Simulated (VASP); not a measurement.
# KCl (mix) (Fm-3m) in VASP: single point with PBE

Aim: the single point of KCl (mix) with PBE.

Program: VASP 6.6.1. These are calculated values, not measurements. Logs are shortened: lines on timing, memory, paths and dates and some standing lists are left out, and cuts for length are marked.

**What was measured.**

A printed reference work, monograph reports, for a bulk crystal of KCl: band gap 8.68 eV.

The results are compared with them further down.

### 1 The cell of the first run

Symmetry: Fm-3m, No. 225, cubic system. The conventional cell has a = 6.381 Å, b = 6.381 Å, c = 6.381 Å, α = 90.00°, β = 90.00°, γ = 90.00°. Within 4.2 Å of K (site symmetry m-3m) lie 6 Cl at 3.19 Å. Within 4.2 Å of Cl (site symmetry m-3m) lie 6 K at 3.19 Å.

### 2 Single point, PBE

File INCAR:

```
SYSTEM = KCl
  PREC = Accurate
  ENCUT = 500
  EDIFF = 1E-6
  ISMEAR = 0
  SIGMA = 0.02
  LREAL = .FALSE.
  LASPH = .TRUE.
  NELM = 120
  ALGO = Normal
  ISIF = 2
  LWAVE = .FALSE.
  LCHARG = .FALSE.
  GGA = PE
  NBANDS = 15
  GGA_COMPAT = .FALSE.
```

File KPOINTS:

```
regular mesh
0
G
  6 6 6
  0 0 0
```

File POSCAR:

```
KCl
1.0
    0.0000000000      3.1906733533      3.1906733533
    3.1906733533      0.0000000000      3.1906733533
    3.1906733533      3.1906733533      0.0000000000
K Cl
1 1
Direct
    0.0000000000      0.0000000000      0.0000000000
    0.5000000000      0.5000000000      0.5000000000
```

Potentials or basis: VASP PAW PBE potentials, release 64 (K_sv, Cl).

Launch:

```sh
$ cat potpaw_PBE.64/K_sv/POTCAR potpaw_PBE.64/Cl/POTCAR > POTCAR
$ mpirun -np 1 vasp_std > vasp.out
```

OUTCAR:

```text
SYSTEM = KCl
   PREC = Accurate
   ENCUT = 500
   EDIFF = 1E-6
   ISMEAR = 0
   LREAL = .FALSE.
   LASPH = .TRUE.
   NELM = 120
   ISIF = 2
   GGA = PE

 ion  position               nearest neighbor table
   1  0.000  0.000  0.000-   2 3.19   2 3.19   2 3.19   2 3.19   2 3.19   2 3.19
   2  0.500  0.500  0.500-   1 3.19   1 3.19   1 3.19   1 3.19   1 3.19   1 3.19

  LATTYP: Found a face centered cubic cell.
 ALAT       =     6.3813467066

  Lattice vectors:

 A1 = (   0.0000000000,   3.1906733533,   3.1906733533)
 A2 = (   3.1906733533,   0.0000000000,   3.1906733533)
 A3 = (   3.1906733533,   3.1906733533,   0.0000000000)

Analysis of symmetry for initial positions (statically):
=====================================================================
 Subroutine PRICEL returns:
 Original cell was already a primitive cell.

 Routine SETGRP: Setting up the symmetry group for a
 face centered cubic supercell.

 Subroutine GETGRP returns: Found 48 space group operations
 (whereof 48 operations were pure point group operations)
 out of a pool of 48 trial point group operations.

The static configuration has the point symmetry O_h .

Analysis of symmetry for dynamics (positions and initial velocities):
=====================================================================
 Subroutine PRICEL returns:
 Original cell was already a primitive cell.

 Routine SETGRP: Setting up the symmetry group for a
 face centered cubic supercell.

 Subroutine GETGRP returns: Found 48 space group operations
 (whereof 48 operations were pure point group operations)
 out of a pool of 48 trial point group operations.

The dynamic configuration has the point symmetry O_h .

 Subroutine INISYM returns: Found 48 space group operations
 (whereof 48 operations are pure point group operations),
 and found     1 'primitive' translations

----------------------------------------------------------------------------------------

                                     Primitive cell

  volume of cell :      64.9646

  direct lattice vectors                    reciprocal lattice vectors
     0.000000000  3.190673353  3.190673353    -0.156706734  0.156706734  0.156706734
     3.190673353  0.000000000  3.190673353     0.156706734 -0.156706734  0.156706734
     3.190673353  3.190673353  0.000000000     0.156706734  0.156706734 -0.156706734

  length of vectors
     4.512293529  4.512293529  4.512293529     0.271424025  0.271424025  0.271424025

  position of ions in fractional coordinates (direct lattice)
     0.000000000  0.000000000  0.000000000
     0.500000000  0.500000000  0.500000000

  ion indices of the primitive-cell ions
   primitive index   ion index
                 1           1
                 2           2
[... 77 lines left out ...]
   EFERMI =   0.00;   METHOD = LEGACY
   ISMEAR =     0;   SIGMA  =   0.02  broadening in eV -4-tet -1-fermi 0-gaus
   EFERMI_NEDOS =   21; number of points for ismear=-14 and -15
   IALGO  =     38    algorithm
   IMIX   =      4    mixing-type and parameters
     AMIX     =   0.40;   BMIX     =  1.00
     AMIX_MAG =   1.60;   BMIX_MAG =  1.00
  volume/ion in A,a.u.               =      32.48       219.20
  Fermi-wavevector in a.u.,A,eV,Ry     =   1.026177  1.939194 14.327482  1.053040
  Thomas-Fermi vector in A             =   2.160057
   LORBIT       =      0    0 simple, 1 ext, 2 COOP (PROOUT), +10 PAW based schemes
   GGA     = PE    functional components
   LHFCALC =     F    Hartree Fock is set to
   AEXX    =    0.0000 exact exchange contribution
   IVDW    =     0    specifies the selected vdW correction
   LEPSILON=     F    determine dielectric tensor
   LRPA    =     F    only Hartree local field effects (RPA)
 non-spin polarized calculation
 Gauss-broadening in eV      SIGMA  =   0.02
  energy-cutoff  :      500.00
  volume of cell :       64.96
 maximum number of plane-waves:      1676
 NGX is ok and might be reduce to    36
   NGX = 17   NGY = 17   NGZ = 17

 number of electron      15.9999998 magnetization

 Free energy of the ion-electron system (eV)
  ---------------------------------------------------
  ext. energy  EPLUGINS =         0.00000000
  ---------------------------------------------------
  free energy    TOTEN  =        -6.81078754 eV

  energy without entropy =       -6.81078754  energy(sigma->0) =       -6.81078754

 E-fermi :  -1.8134     XC(G=0):  -7.3698

 val. band max:       -2.0030961319   @ k =   0.0000   0.0000   0.0000
 cond. band min:       3.0421111116   @ k =   0.0000   0.0000   0.0000
 fundamental gap:      5.0452072435
 Fermi energy:        -1.8133537600

 k-point     1 :       0.0000    0.0000    0.0000
  band No.  band energies     occupation
      1     -29.3056      2.00000
      2     -14.0758      2.00000
      3     -12.7653      2.00000
      4     -12.7653      2.00000
      5     -12.7653      2.00000
      6      -2.0031      2.00000
      7      -2.0031      2.00000
      8      -2.0031      2.00000
      9       3.0421      0.00000
     10       6.3505      0.00000
     11       6.3505      0.00000
     12       6.3505      0.00000
     13       7.2043      0.00000
     14       7.2043      0.00000
[... 257 lines left out ...]
      2     -14.0531      2.00000
      3     -12.8668      2.00000
      4     -12.8305      2.00000
      5     -12.7147      2.00000
      6      -2.5489      2.00000
      7      -2.3949      2.00000
      8      -2.3446      2.00000
      9       5.2379      0.00000
     10       6.7940      0.00000
     11       6.8729      0.00000
     12       7.9894      0.00000
     13       8.8025      0.00000
     14       9.5355      0.00000
     15      10.0562      0.00000

------------------------ aborting loop because EDIFF is reached ----------------------------------------

  FORCE on cell =-STRESS in cart. coord.  units (eV):
  Direction    XX          YY          ZZ          XY          YZ          ZX
  --------------------------------------------------------------------------------------
  -------------------------------------------------------------------------------------
  Total        0.0044414      0.0044414      0.0044414     -0.0000000     -0.0000000     -0.0000000
  in kB        0.1095345      0.1095345      0.1095345     -0.0000000     -0.0000000     -0.0000000
  external PRESSURE =       0.1095345 kB  Pullay stress =       0.0000000 kB

 VOLUME and BASIS-vectors are now :
 -----------------------------------------------------------------------------
  energy-cutoff  :      500.00
  volume of cell :       64.96
      direct lattice vectors                 reciprocal lattice vectors
     0.000000000  3.190673353  3.190673353    -0.156706734  0.156706734  0.156706734
     3.190673353  0.000000000  3.190673353     0.156706734 -0.156706734  0.156706734
     3.190673353  3.190673353  0.000000000     0.156706734  0.156706734 -0.156706734

 POSITION                                       TOTAL-FORCE (eV/Angst)
 -----------------------------------------------------------------------------------
      0.00000      0.00000      0.00000        -0.000000     -0.000000     -0.000000
      3.19067      3.19067      3.19067         0.000000      0.000000      0.000000
 -----------------------------------------------------------------------------------
    total drift:                                0.000000      0.000000      0.000000

  FREE ENERGIE OF THE ION-ELECTRON SYSTEM (eV)
  ---------------------------------------------------
  free  energy   TOTEN  =        -6.8107875357 eV

  energy  without entropy=       -6.8107875357  energy(sigma->0) =       -6.81078754
```

Run time: 18 s. Hardware: 1 thread of Intel Xeon Platinum 8488C (Sapphire Rapids), shared host; peak memory 0.2 GiB.

What came out:

| Quantity | Value |
| --- | --- |
| Free energy | -6.8108 eV |
| Pressure | 0.0 GPa |
| Band gap on the k mesh | 5.05 eV, direct |

### 3 Against experiment

Step 2. Against the measured gap of KCl, 8.68 eV (a printed reference work, monograph), the calculated 5.05 eV is off by -3.63 eV. The value is that of PBE, without temperature or zero-point motion. Semilocal functionals fall short of measured gaps as a rule.
